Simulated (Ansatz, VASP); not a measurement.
# In3Ga5P8 (random alloy of the zinc-blende GaP-InP line, x = 0.375) in two plane-wave programs

One calculation is typed for both programs; each brings its own data sets. How far apart do they land? Of the first pair: The structure shown is the start of the Ansatz relaxation below; VASP solves that cell, so the two are compared at the walk's first step.

Program: Ansatz 0.2.0. Level of theory: plane waves, with VASP 6.6.1 beside it; PBE. Results are calculated unless marked as measured.

### 1. Starting point

The cell holds 64 atoms: 20 Ga, 32 P and 12 In. Its edges and angles: a = 11.357 Å, b = 11.357 Å, c = 11.357 Å, α = 90.0°, β = 90.0°, γ = 90.0°. It derives from GaP (zinc-blende GaP-InP), repeated 2×2×2. Zinc-blende GaP-InP: 64 atoms, 12 of 32 Ga sites given to In at random, cell and internal coordinates interpolated linearly between the end members (Vegard's rule); (so at first; earlier steps may have moved the atoms), displaced by a Gaussian of 0.02 A. Lattice constants are starting values near those of PBE.

### 2. Ansatz: relaxation, PBE

Ansatz runs on its default PAW (the set named soft_2) files.

The two programs are compared at the cell with which this relaxation starts, whose forces are those of its first step.

Input file input.yaml:

```yaml
crystal:
  lattice:
    - [11.3575, 0.0, 0.0]
    - [0.0, 11.3575, 0.0]
    - [0.0, 0.0, 11.3575]
  atoms:
    - { symbol: Ga, position: [0.00286, 0.99892, 0.99907] }
    - { symbol: P, position: [0.12311, 0.12652, 0.12095] }
    - { symbol: In, position: [0.00307, 0.24866, 0.25056] }
    - { symbol: P, position: [0.12456, 0.37757, 0.37137] }
    - { symbol: In, position: [0.24943, 0.99932, 0.252] }
    - { symbol: P, position: [0.37306, 0.1247, 0.37345] }
    - { symbol: Ga, position: [0.25007, 0.25103, 0.99806] }
    - { symbol: P, position: [0.37702, 0.37659, 0.12588] }
    - { symbol: Ga, position: [0.00159, 0.9988, 0.49978] }
    - { symbol: P, position: [0.12335, 0.12453, 0.62593] }
    - { symbol: Ga, position: [0.99878, 0.2493, 0.74879] }
    - { symbol: P, position: [0.12351, 0.37382, 0.87498] }
    - { symbol: In, position: [0.24803, 0.00041, 0.75292] }
    - { symbol: P, position: [0.37631, 0.12466, 0.87344] }
    - { symbol: Ga, position: [0.24868, 0.25298, 0.50009] }
    - { symbol: P, position: [0.37388, 0.37534, 0.6287] }
    - { symbol: In, position: [0.00021, 0.50109, 0.00053] }
    - { symbol: P, position: [0.12438, 0.62299, 0.12438] }
    - { symbol: Ga, position: [0.99963, 0.75103, 0.25148] }
    - { symbol: P, position: [0.12664, 0.8755, 0.37656] }
    - { symbol: In, position: [0.24867, 0.50221, 0.2509] }
    - { symbol: P, position: [0.37448, 0.62586, 0.37487] }
    - { symbol: In, position: [0.25199, 0.75268, 0.00385] }
    - { symbol: P, position: [0.37254, 0.87246, 0.12411] }
    - { symbol: Ga, position: [0.00028, 0.50154, 0.50056] }
    - { symbol: P, position: [0.12144, 0.62446, 0.62646] }
    - { symbol: Ga, position: [0.00041, 0.75134, 0.74961] }
    - { symbol: P, position: [0.12465, 0.87533, 0.87572] }
    - { symbol: In, position: [0.25035, 0.50021, 0.74882] }
    - { symbol: P, position: [0.37566, 0.62521, 0.87699] }
    - { symbol: Ga, position: [0.25211, 0.75033, 0.49934] }
    - { symbol: P, position: [0.37388, 0.87575, 0.62514] }
    - { symbol: Ga, position: [0.49939, 8.0e-05, 0.99891] }
    - { symbol: P, position: [0.62623, 0.12421, 0.12716] }
    - { symbol: Ga, position: [0.50071, 0.25105, 0.24807] }
    - { symbol: P, position: [0.6253, 0.3763, 0.37332] }
    - { symbol: In, position: [0.74953, 6.0e-05, 0.24758] }
    - { symbol: P, position: [0.87555, 0.12649, 0.37349] }
    - { symbol: Ga, position: [0.75062, 0.24769, 0.99993] }
    - { symbol: P, position: [0.87215, 0.37697, 0.12572] }
    - { symbol: In, position: [0.49996, 0.99863, 0.50224] }
    - { symbol: P, position: [0.62846, 0.12173, 0.62718] }
    - { symbol: Ga, position: [0.50287, 0.2506, 0.74789] }
    - { symbol: P, position: [0.62652, 0.37468, 0.87394] }
    - { symbol: In, position: [0.74783, 0.00097, 0.7514] }
    - { symbol: P, position: [0.8739, 0.12592, 0.87298] }
    - { symbol: In, position: [0.75141, 0.25008, 0.49967] }
    - { symbol: P, position: [0.87482, 0.37653, 0.62632] }
    - { symbol: Ga, position: [0.50093, 0.50024, 0.00014] }
    - { symbol: P, position: [0.62609, 0.62541, 0.1262] }
    - { symbol: Ga, position: [0.49945, 0.74571, 0.25183] }
    - { symbol: P, position: [0.62885, 0.87578, 0.37482] }
    - { symbol: Ga, position: [0.74976, 0.49979, 0.25003] }
    - { symbol: P, position: [0.87302, 0.62409, 0.37324] }
    - { symbol: Ga, position: [0.75044, 0.74948, 0.00087] }
    - { symbol: P, position: [0.87469, 0.87674, 0.12538] }
    - { symbol: Ga, position: [0.50386, 0.49666, 0.49886] }
    - { symbol: P, position: [0.62659, 0.62945, 0.62456] }
    - { symbol: In, position: [0.50008, 0.7496, 0.75234] }
    - { symbol: P, position: [0.62449, 0.8762, 0.87444] }
    - { symbol: Ga, position: [0.74776, 0.50055, 0.75089] }
    - { symbol: P, position: [0.87728, 0.62481, 0.87391] }
    - { symbol: Ga, position: [0.75099, 0.75042, 0.50049] }
    - { symbol: P, position: [0.87487, 0.87704, 0.62565] }
kpoints:
  mp_grid: { grid: [1, 1, 1] }
hamiltonian:
  xc: pbe
scf:
  occupations: { method: fixed }
output:
  forces: true
relax:
  f_tol: 0.05
  max_steps: 150
  cell: {}
```

On the command line:

```
$ ansatz run input.yaml --threads 4 --pin off --max-ram 8192MiB --backend cpu --events-out ev --progress --plain --runs-dir out
```

Numbers of over 12 decimals in the logs are rounded to 6 here.

Log:

```text
Engine: ansatz 0.2.0, x86_64-unknown-linux-gnu
Pseudopotentials: kind: paw
Pseudopotential: Ga, paw, valence charge 13, recommended cutoff 420 eV (normal), Ga.paw.azcp
Pseudopotential: P, paw, valence charge 5, recommended cutoff 420 eV (normal), P.paw.azcp
Pseudopotential: In, paw, valence charge 13, recommended cutoff 420 eV (normal), In.paw.azcp
Functional definition: PBE
  parameter kappa = 0.804
  parameter beta = 0.066725
  exchange = pbe_x(kappa = kappa, mu = beta*pi^2/3)
  correlation = pbe_c(beta = beta)
Crystal: 64 atoms, lattice volume = 1465.036 Å³
Basis set: ecut = 420 eV, 28545 PW (Γ), exchange–correlation on 160×160×160 points (8 copies of the dense FFT grid, shifted against one another)
Bands: 352, of which v1, the nominal top of the filled ones, is band 288 counted from 1 (287 counted from 0)
Symmetry: 1 space group operations
Space group: P1 (ITA 1), of the structure as read, at distance tolerance 1.1e-4 Å
k-points: 1
Non-local potential: Ga, projectors of the file, l = 0: 2, l = 1: 2, l = 2: 3, l = 3: 1
Non-local potential: P, projectors of the file, l = 0: 2, l = 1: 2, l = 2: 2
Non-local potential: In, projectors of the file, l = 0: 2, l = 1: 2, l = 2: 2, l = 3: 2
PAW form: soft (Blöchl's): semilocal exchange-correlation on the pseudo side does not see the compensation charge
PAW one-centre angular grid: Ga, 590 points (default); XC on 64 Gauss nodes
PAW one-centre angular grid: P, 110 points (default); XC on 64 Gauss nodes
PAW one-centre angular grid: In, 590 points (default); XC on 64 Gauss nodes
Initial density: superposition of atomic densities (neutral atoms: chi_scale 0, normalization atom), corrected by the library's trained network
Initial wavefunctions: pseudopotential atomic-orbital guess
Functional: x = pbe(κ = 0.804, μ = 0.219515), c = pbe(β = 0.066725)
SCF iter   1: F=—  HF=-167030.002400 eV  |F-HF|=—  |Δ(HF+E_count)|=         —  Δρ=1.41e-3  dr2=2.72e-2  ethr=1.77e-3  ⟨swp⟩=6.0  Hψ=1192  notcnv=0  defer=60
preconditioner: auto → Resta (q_TF=auto, 2.335 Å⁻¹)  ε∞=3.9  [insulator: Δε(μ)=0.945 eV  Ē_g=13.642 eV  n_scr=304 (ndim 8)  ℏωp=23.3 eV  f_vac=0.020  ε∞_Penn≈3.9]
SCF iter   2: F=—  HF=-167029.969370 eV  |F-HF|=—  |Δ(HF+E_count)|=   3.30e-2  Δρ=5.75e-4  dr2=4.89e-3  ethr=4.72e-6  ⟨swp⟩=3.0  Hψ=676  notcnv=0  defer=62
SCF iter   3: F=—  HF=-167029.970430 eV  |F-HF|=—  |Δ(HF+E_count)|=   1.06e-3  Δρ=3.13e-4  dr2=8.44e-4  ethr=8.49e-7  ⟨swp⟩=2.0  Hψ=582  notcnv=0  defer=62
SCF iter   4: F=—  HF=-167029.969917 eV  |F-HF|=—  |Δ(HF+E_count)|=   5.13e-4  Δρ=1.12e-4  dr2=1.58e-4  ethr=1.46e-7  ⟨swp⟩=2.0  Hψ=580  notcnv=0  defer=62
SCF iter   5: F=—  HF=-167029.970002 eV  |F-HF|=—  |Δ(HF+E_count)|=   8.47e-5  Δρ=3.31e-5  dr2=1.25e-5  ethr=2.75e-8  ⟨swp⟩=2.0  Hψ=580  notcnv=0  defer=62
SCF iter   6: F=—  HF=-167029.968915 eV  |F-HF|=—  |Δ(HF+E_count)|=   1.09e-3  Δρ=8.90e-6  dr2=2.07e-6  ethr=2.18e-9  ⟨swp⟩=2.0  Hψ=580  notcnv=0  defer=62
SCF iter   7: F=—  HF=-167029.968916 eV  |F-HF|=—  |Δ(HF+E_count)|=   6.58e-7  Δρ=3.74e-6  dr2=3.33e-7  ethr=3.59e-10  ⟨swp⟩=3.0  Hψ=581  notcnv=0  defer=62
SCF iter   8: F=-167029.968916 eV  HF=-167029.968916 eV  |F-HF|=3.41e-8  |Δ(HF+E_count)|=   1.02e-7  Δρ=1.87e-6  dr2=3.98e-8  ethr=1.74e-11  ⟨swp⟩=5.0  Hψ=1280  notcnv=0
SCF 1 converged in 8 iterations: F = -167029.968916 eV  dr2 = 3.98e-8
  greatest PAW one-centre occupation: 0.995 electrons in one spin orbital (limit 2), on the Ga atom at site 56 (counted from 0), in its partial waves of l = 2
relax step   1: F+E_penalty+E_count = -167029.96891611 eV  Δ(F+E_penalty+E_count) = +0.000e0 eV  max|allowed force component| = 2.267e0 eV/Å  Δτ_max = 0.0000 Å  P = +1.212 GPa  Ω = 1465.036 Å³  (8 SCF iters, dr2 threshold 1.00e-7 eV, accepted)
Crystal: 64 atoms, lattice volume = 1484.662 Å³
Basis set: ecut = 420 eV, 28979 PW (Γ), exchange–correlation on 160×160×160 points (8 copies of the dense FFT grid, shifted against one another)
Initial density: handed on by an earlier stage of this run
Initial wavefunctions: those handed on with the density
iter 1 solved again at ethr=1.70e-4 eV; its pass at ethr=3.10e-3 eV (dr2=9.78e-1 eV) is discarded
SCF iter   1: F=—  HF=-167033.680581 eV  |F-HF|=—  |Δ(HF+E_count)|=         —  Δρ=8.19e-3  dr2=9.76e-1  ethr=1.70e-4  ⟨swp⟩=2.0  Hψ=1306  notcnv=0  defer=61
preconditioner: auto → Resta (q_TF=auto, 2.330 Å⁻¹)  ε∞=3.9  [insulator: Δε(μ)=0.869 eV  Ē_g=13.546 eV  n_scr=304 (ndim 8)  ℏωp=23.1 eV  f_vac=0.024  ε∞_Penn≈3.9]
SCF iter   2: F=—  HF=-167033.551928 eV  |F-HF|=—  |Δ(HF+E_count)|=   1.29e-1  Δρ=4.20e-3  dr2=1.88e-1  ethr=1.69e-4  ⟨swp⟩=3.0  Hψ=384  notcnv=0  defer=62
SCF iter   3: F=—  HF=-167033.546166 eV  |F-HF|=—  |Δ(HF+E_count)|=   5.76e-3  Δρ=9.29e-4  dr2=1.04e-2  ethr=3.27e-5  ⟨swp⟩=3.0  Hψ=393  notcnv=0  defer=62
[...]
atom  11  Ga     0.00023475     0.00093349    -0.00079587
  atom  12  P      0.00091689    -0.00095848     0.00084582
  atom  13  In     0.00332611    -0.00137137     0.00160148
  atom  14  P     -0.00054054    -0.00256127    -0.00127517
  atom  15  Ga    -0.00019596    -0.00035368    -0.00016544
  atom  16  P      0.00305708    -0.00098761    -0.00169433
  atom  17  In     0.00294700    -0.00032546    -0.00097630
  atom  18  P     -0.00073008    -0.00081780     0.00255849
  atom  19  Ga     0.00135545     0.00013401    -0.00059032
  atom  20  P      0.00128516     0.00241984    -0.00218357
  atom  21  In     0.00018963    -0.00226843    -0.00341471
  atom  22  P     -0.00173668     0.00240998     0.00312310
  atom  23  In    -0.00089039     0.00012831    -0.00363737
  atom  24  P      0.00326663    -0.00109461     0.00304898
  atom  25  Ga     0.00051222    -0.00144304    -0.00211164
  atom  26  P      0.00076956    -0.00131810     0.00279661
  atom  27  Ga     0.00205207    -0.00083451     0.00151260
  atom  28  P     -0.00281230     0.00028646    -0.00007390
  atom  29  In    -0.00088937     0.00221262     0.00021812
  atom  30  P     -0.00061167    -0.00002870     0.00205845
  atom  31  Ga     0.00002525    -0.00055598    -0.00069836
  atom  32  P     -0.00197903    -0.00170852     0.00122551
  atom  33  Ga     0.00089421    -0.00106015    -0.00310924
  atom  34  P      0.00142179    -0.00032227     0.00296138
[...]
atom  57  Ga     0.00083388     0.00181032     0.00062886
  atom  58  P      0.00001058    -0.00273913    -0.00076690
  atom  59  In     0.00111568     0.00135106    -0.00192799
  atom  60  P     -0.00102994     0.00275143     0.00216369
  atom  61  Ga    -0.00052240    -0.00026340     0.00058040
  atom  62  P     -0.00290749     0.00223078    -0.00050856
  atom  63  Ga    -0.00124799     0.00435895     0.00159394
  atom  64  P     -0.00244805     0.00017308    -0.00059729
  max |Σ_I F_I| component: 1.26e-6 eV/Å
--- Stress (GPa, compression-positive) ---
        0.000056      -0.003531       0.001283
       -0.003531       0.000471       0.003642
        0.001283       0.003642       0.002388
  P = ⅓ Tr σ = 0.0010 GPa (0.010 kbar)
--- Relaxed structure (4 steps of the walk, 4 accepted, 1 SCFs on fresh bases) ---
  F+E_penalty+E_count = -167033.66766211 eV   max|allowed force component| = 4.697e-3 eV/Å   (the final SCF, on the basis selected at the relaxed cell)
  cell:  # Å, volume = 1465.8677 Å³
    - [11.359840, -0.00473523, 0.002133]
    - [-0.00473523, 11.359747, 0.00136149]
    - [0.002133, 0.00136149, 11.359364]
  atoms:
    - { symbol: Ga, position: [-0.00215158, 1.000168, 0.996820] }
    - { symbol: P, position: [0.126250, 0.123538, 0.110540] }
    - { symbol: In, position: [0.000672039, 0.249763, 0.250060] }
    - { symbol: P, position: [0.124097, 0.377907, 0.389521] }
    - { symbol: In, position: [0.250209, 1.000042, 0.250353] }
    - { symbol: P, position: [0.373744, 0.141731, 0.372721] }
    - { symbol: Ga, position: [0.254784, 0.246943, 0.996847] }
    - { symbol: P, position: [0.379388, 0.370925, 0.117012] }
    - { symbol: Ga, position: [0.00142795, 0.995757, 0.501754] }
    - { symbol: P, position: [0.117722, 0.132335, 0.617869] }
    - { symbol: Ga, position: [1.000931, 0.250720, 0.751022] }
    - { symbol: P, position: [0.126581, 0.362714, 0.875904] }
    - { symbol: In, position: [0.245921, 0.00440533, 0.749920] }
    - { symbol: P, position: [0.383415, 0.129250, 0.879464] }
    - { symbol: Ga, position: [0.250050, 0.253824, 0.502136] }
    - { symbol: P, position: [0.384164, 0.369824, 0.618375] }
    - { symbol: In, position: [-0.006409, 0.500331, -0.00234409] }
    - { symbol: P, position: [0.117580, 0.629718, 0.133750] }
    - { symbol: Ga, position: [0.995868, 0.749167, 0.253641] }
    - { symbol: P, position: [0.118746, 0.868798, 0.379590] }
    - { symbol: In, position: [0.254319, 0.500344, 0.254131] }
    - { symbol: P, position: [0.382249, 0.632305, 0.382418] }
    - { symbol: In, position: [0.250259, 0.753224, 0.00281118] }
    - { symbol: P, position: [0.391584, 0.876104, 0.128343] }
    - { symbol: Ga, position: [-0.00165473, 0.504142, 0.503274] }
    - { symbol: P, position: [0.118637, 0.631207, 0.620893] }
    - { symbol: Ga, position: [-0.00576595, 0.750774, 0.745069] }
    - { symbol: P, position: [0.110300, 0.874233, 0.872288] }
    - { symbol: In, position: [0.250511, 0.496676, 0.746075] }
    - { symbol: P, position: [0.381162, 0.615631, 0.883283] }
    - { symbol: Ga, position: [0.245569, 0.748130, 0.498415] }
    - { symbol: P, position: [0.366101, 0.867269, 0.620546] }
    - { symbol: Ga, position: [0.503719, 0.00462744, 1.003675] }
    - { symbol: P, position: [0.620912, 0.133443, 0.121177] }
    - { symbol: Ga, position: [0.499082, 0.255833, 0.245118] }
    - { symbol: P, position: [0.618938, 0.382540, 0.366288] }
    - { symbol: In, position: [0.750274, -0.00395353, 0.246033] }
    - { symbol: P, position: [0.879659, 0.116443, 0.382765] }
    - { symbol: Ga, position: [0.746062, 0.253564, 0.998640] }
    - { symbol: P, position: [0.859036, 0.375552, 0.127330] }
    - { symbol: In, position: [0.497341, 1.000330, 0.497358] }
    - { symbol: P, position: [0.618895, 0.130992, 0.633449] }
    - { symbol: Ga, position: [0.501243, 0.254275, 0.753587] }
    - { symbol: P, position: [0.627355, 0.377537, 0.873063] }
    - { symbol: In, position: [0.753969, 0.000333034, 0.754198] }
    - { symbol: P, position: [0.880224, 0.134343, 0.882435] }
    - { symbol: In, position: [0.750357, 0.256746, 0.502413] }
    - { symbol: P, position: [0.882773, 0.383667, 0.634658] }
    - { symbol: Ga, position: [0.506115, 0.496248, 0.00132548] }
    - { symbol: P, position: [0.626212, 0.624215, 0.124421] }
    - { symbol: Ga, position: [0.505579, 0.746015, 0.251014] }
    - { symbol: P, position: [0.627762, 0.860787, 0.376307] }
    - { symbol: Ga, position: [0.745520, 0.503374, 0.249249] }
    - { symbol: P, position: [0.874411, 0.620912, 0.372991] }
    - { symbol: Ga, position: [0.750134, 0.748981, 0.00186045] }
    - { symbol: P, position: [0.882315, 0.867864, 0.118095] }
    - { symbol: Ga, position: [0.502656, 0.500105, 0.497138] }
    - { symbol: P, position: [0.633714, 0.615749, 0.617493] }
    - { symbol: In, position: [0.504743, 0.745722, 0.750181] }
    - { symbol: P, position: [0.625824, 0.876149, 0.889599] }
    - { symbol: Ga, position: [0.750744, 0.500757, 0.749539] }
    - { symbol: P, position: [0.865658, 0.632848, 0.866548] }
    - { symbol: Ga, position: [0.754225, 0.742238, 0.497022] }
    - { symbol: P, position: [0.877319, 0.868963, 0.617270] }
```

The column dr2 measures how far the density is from self-consistency, as an energy; F and HF (Harris–Foulkes) agree once it is small.

[end of part 1 of 2]

[Lines on the potential files, build, host, timing and source positions are cut from VASP's logs without a mark.]

[Logs are printed without paths, hosts, clocks, repeated set-up lines and the standing remarks that a program may print on its own settings, such as how far it seeks lower states.]

[Hosts, paths, dates, database ids (printed as entryN), source tags and the programs' standing remarks are cut or masked in the printed files.]
